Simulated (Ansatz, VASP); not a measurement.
**One calculation of BeTe, two programs**

File INCAR:

```
SYSTEM = BeTe
PREC = Accurate
ENCUT = 600
EDIFF = 1E-7
ISMEAR = 0
SIGMA = 0.02
LREAL = .False.
LASPH = .True.
NELM = 100
ALGO = Fast
ISIF = 3
LWAVE = .False.
LCHARG = .False.
IBRION = 2
NSW = 100
EDIFFG = -0.002
```

Contents of KPOINTS:

```
Automatic mesh
0
Gamma
  8 8 8
  0 0 0
```

The input POSCAR:

```
BeTe
1.0
    0.0000000000      2.8314587900      2.8314587900
    2.8314587900      0.0000000000      2.8314587900
    2.8314587900      2.8314587900      0.0000000000
Be Te
1 1
Direct
    0.0000000000      0.0000000000      0.0000000000
    0.2500000000      0.2500000000      0.2500000000
```

Input for Ansatz:

```yaml
crystal:
  lattice:
    - [0.0, 2.83145879, 2.83145879]
    - [2.83145879, 0.0, 2.83145879]
    - [2.83145879, 2.83145879, 0.0]
  atoms:
    - { symbol: Be, position: [0.0, 0.0, 0.0] }
    - { symbol: Te, position: [0.25, 0.25, 0.25] }
basis:
  ecutwfc: 420
kpoints:
  mp_grid: { grid: [8, 8, 8] }
hamiltonian:
  xc: lda
scf:
  occupations: { method: gaussian, width: 0.02 }
output:
  forces: true
  stress: true
  eigenvalues: true
  write_density: true
  write_potential: true
  elf: true
  volumetric_format: npy
relax:
  adjacent_minimum: "off"
  f_tol: 0.002
  max_steps: 80
  cell: { stress_tol: 0.02 }
```

The cell comes from a database or a generator and needn't be the stable form of this composition.

Alike in both runs: task relaxation of cell and atoms; functional LDA; k mesh 8 × 8 × 8; occupations gaussian, width 0.02 eV; no spin polarisation.

|  | VASP | Ansatz |
| --- | --- | --- |
| version | VASP 6.6.1 | Ansatz 0.2.0 |
| potentials or method | VASP PAW LDA potentials, release 64 (Be, Te) | scalar-relativistic, plane waves, PAW |
| plane-wave cutoff (eV) | 600 | 420 |
| valence electrons in the cell | 8 | 18 |

Ansatz gave:

- gap on the k mesh at the Fermi level, each at its own relaxed structure (eV): 1.79
- relaxed volume (Å³/atom): 21.43
- relaxed cell length with the largest relative difference (Å): 3.928
- energy change over the relaxation (meV/atom): -14

Question: Estimate VASP's values.

Answer: gap on the k mesh at the Fermi level, each at its own relaxed structure (eV): 1.78; relaxed volume (Å³/atom): 21.51; relaxed cell length with the largest relative difference (Å): 3.933; energy change over the relaxation (meV/atom): -12.

The two sets of potentials don't hold the same shells in valence.

Caveats: spin-orbit coupling is left out, which moves the levels of the heavy elements. A k mesh can miss the band edges. A hybrid or GW would open this gap; LDA tends to underestimate it.
